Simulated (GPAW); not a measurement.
B on a As site (antisite) in BAs has these B sites:
A. atom 1: 4 B at 1.86 Å (tetrahedral; the defect atom itself), then 12 As at 3.38 Å and 12 B at 3.96 Å
B. atom 14: 1 B at 1.86 Å and 3 As at 2.14 Å (distorted tetrahedral; 1.9 Å from the defect atom), then 3 B at 3.04 Å and 6 B at 3.38 Å
C. atom 9: 4 As at 2.07 Å (tetrahedral; 4.0 Å from the defect atom), then 3 B at 3.36 Å and 6 B at 3.38 Å

Their B K edges were computed (GPAW, PBE, excited-electron core hole (neutral cell), 16-atom cell with 6.8 Å between holes, 5×5×5 k points, dipole transitions, Gaussian full width 0.9 eV up to 4 eV, rising linearly to 3.5 eV at 25 eV) and are given in random order.

On one photon-energy scale, from the lowest onset; each scaled to a mean of 1 over its first 20 eV.

```tsv
E (eV)	spectrum 1	spectrum 2	spectrum 3
-2.0	0.00	0.00	0.00
-1.5	0.00	0.00	0.00
-1.0	0.00	0.00	0.00
-0.5	0.06	0.00	0.00
0.0	0.19	0.00	0.00
0.5	0.21	0.01	0.00
1.0	0.07	0.07	0.01
1.5	0.01	0.15	0.05
2.0	0.02	0.12	0.18
2.5	0.10	0.31	0.77
3.0	0.34	1.15	1.86
3.5	0.72	2.14	1.79
4.0	0.94	2.20	1.20
4.5	1.17	2.11	1.36
5.0	1.75	2.38	1.70
5.5	2.03	2.66	2.52
6.0	1.75	2.03	2.97
6.5	1.31	1.27	2.15
7.0	0.96	1.04	1.53
7.5	0.82	0.95	1.39
8.0	0.96	0.85	1.17
8.5	1.46	0.73	1.01
9.0	2.16	0.70	0.99
9.5	2.53	0.92	1.09
10.0	2.31	1.25	1.25
10.5	1.82	1.41	1.25
11.0	1.42	1.32	1.02
11.5	1.21	1.13	0.86
12.0	1.14	0.99	0.86
12.5	1.18	0.93	0.89
13.0	1.27	0.90	0.86
13.5	1.35	0.88	0.78
14.0	1.40	0.84	0.68
14.5	1.40	0.80	0.60
15.0	1.32	0.79	0.57
15.5	1.13	0.81	0.60
16.0	0.89	0.84	0.68
16.5	0.66	0.83	0.75
17.0	0.47	0.76	0.76
17.5	0.34	0.65	0.68
18.0	0.26	0.53	0.56
18.5	0.22	0.44	0.45
19.0	0.23	0.39	0.37
19.5	0.26	0.38	0.34
20.0	0.30	0.40	0.34
20.5	0.36	0.43	0.37
21.0	0.41	0.47	0.41
21.5	0.47	0.51	0.45
22.0	0.52	0.55	0.50
22.5	0.56	0.59	0.56
23.0	0.59	0.62	0.61
23.5	0.61	0.64	0.66
24.0	0.62	0.64	0.69
24.5	0.63	0.64	0.70
25.0	0.63	0.62	0.69
```

Q: Which spectrum belongs to which site?

Spectrum 1 is A (onset at +0.00 eV, maxima 0.3 eV (0.22), 5.5 eV (2.03), 9.5 eV (2.53) and 14.3 eV (1.41) above its own zero). Spectrum 2 is B (onset at +1.23 eV, maxima 2.5 eV (2.29), 4.2 eV (2.67) and 9.3 eV (1.41) above its own zero). Spectrum 3 is C (onset at +1.51 eV, maxima 1.7 eV (2.04), 4.4 eV (3.00) and 8.7 eV (1.29) above its own zero).

[Banner, clock and machine lines of the logs are left out without a mark of their own.]

[Logs are printed without paths, hosts, clocks, repeated set-up lines and the standing remarks that a program may print on its own settings, such as how far it seeks lower states.]

[Hosts, paths, dates, database ids (printed as entryN), source tags and the programs' standing remarks are cut or masked in the printed files.]

[Lists of maxima count a maximum above −3 eV only where it reaches 4 % of the highest in the window and stands out from its surroundings by 2 % of it (1.5 % where it reaches 55 %); shoulders and weaker maxima are passed over, and of the rest the first, up to two pre-edge ones and the few strongest are named.]
